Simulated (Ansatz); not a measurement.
# Ni3Ge: the cost of one run

Program: Ansatz 0.2.0. Level of theory: DFT PBEsol, scalar-relativistic, plane waves, PAW. These are calculated values, not measurements.

2 further runs of the same task are left out: 2 set aside as unsound or not needed.

**1. Starting point**

Symmetry: Pm-3m, No. 221, cubic system. Conventional cell: a = 3.525 Å, b = 3.525 Å, c = 3.525 Å, α = 90.00°, β = 90.00°, γ = 90.00°. Ni (site symmetry 4/mmm) has 8 Ni at 2.49 Å and 4 Ge at 2.49 Å as nearest neighbours. Around Ge (site symmetry m-3m) lie 12 Ni at 2.49 Å.

Coordinates:

```
Ni Ge
1.0
    -3.52491    0.00000    0.00000
     0.00000    3.52491    3.52491
     0.00000    3.52491   -3.52491
Ni Ge
6 2
Direct
  0.50000 0.75000 0.25000
  0.50000 0.25000 0.75000
  0.00000 0.50000 0.00000
  0.00000 0.00000 0.50000
  0.50000 0.25000 0.25000
  0.50000 0.75000 0.75000
  0.00000 0.50000 0.50000
  0.00000 0.00000 0.00000
```

It goes back to an entry of the Materials Project, which need not be the stable form.

It is built from the cell relaxed beforehand with the same method (10.95 Å³/atom).

**2. Zero of the scan**

Input file input.yaml:

```yaml
crystal:
  lattice:
    - [-3.5249142864, 0.0, 0.0]
    - [0.0, 3.5249142864, 3.5249142864]
    - [0.0, 3.5249142864, -3.5249142864]
  atoms:
    - { symbol: Ni, position: [0.5, 0.75, 0.25] }
    - { symbol: Ni, position: [0.5, 0.25, 0.75] }
    - { symbol: Ni, position: [1.0, 0.5, 0.0] }
    - { symbol: Ni, position: [1.0, 0.0, 0.5] }
    - { symbol: Ni, position: [0.5, 0.25, 0.25] }
    - { symbol: Ni, position: [0.5, 0.75, 0.75] }
    - { symbol: Ge, position: [0.0, 0.5, 0.5] }
    - { symbol: Ge, position: [0.0, 0.0, 0.0] }
basis:
  ecutwfc: 420
kpoints:
  mp_grid: { grid: [10, 8, 8] }
hamiltonian:
  xc: pbesol
scf:
  occupations: { method: gaussian, width: 0.15 }
output:
  forces: true
  stress: true
  eigenvalues: true
```

Launch:

```console
$ ansatz run input.yaml --threads 2 --pin off --max-ram 5120MiB --backend cpu --events-out ev --progress --plain --runs-dir out
```

**Question.** How long does this run take on 2 threads of Arm Neoverse V2, shared host, and how much memory does it need?

About 15 s, with a peak of 0.73 GiB.
